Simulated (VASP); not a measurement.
# Ti2O: equation of state with LDA

Crystal: Ti2O.

```
CELL_PARAMETERS angstrom
2.93424 0.00000 0.00000
-1.46712 2.54113 0.00000
0.00000 0.00000 4.66633
ATOMIC_POSITIONS crystal
Ti 0.33333 0.66667 0.73953
Ti 0.66667 0.33333 0.26047
O 0.00000 0.00000 0.00000
```

```yaml
Program: VASP 6.6.1
Task: equation of state
Functional: LDA
Potentials_or_basis: VASP PAW LDA potentials, release 64 (Ti_sv, O)
Cutoff: 520 eV
k_mesh: 8 × 8 × 6
Occupations: fermi-dirac, width 0.05 eV
Spin: no spin polarisation
```

The equilibrium volume is 11.61 Å³/atom. The bulk modulus at fixed shape and positions is 217 GPa and the pressure derivative of the bulk modulus is 4.3 (rough: it moves with the points fitted).

Energy against volume, from the lowest point:
```tsv
volume (Å³/atom)	energy (meV/atom)
11.134	14.46
11.366	3.71
11.598	0.00
11.830	2.61
12.062	10.91
```

All runs of the series together: 2 min on 1 thread of Intel(R) Xeon(R) Platinum 8488C (Sapphire Rapids), with other jobs on the host.

Caveat: the cell was scaled at fixed shape and fractional positions, which overstates the stiffness of a crystal with free parameters, most of all of layers and chains.
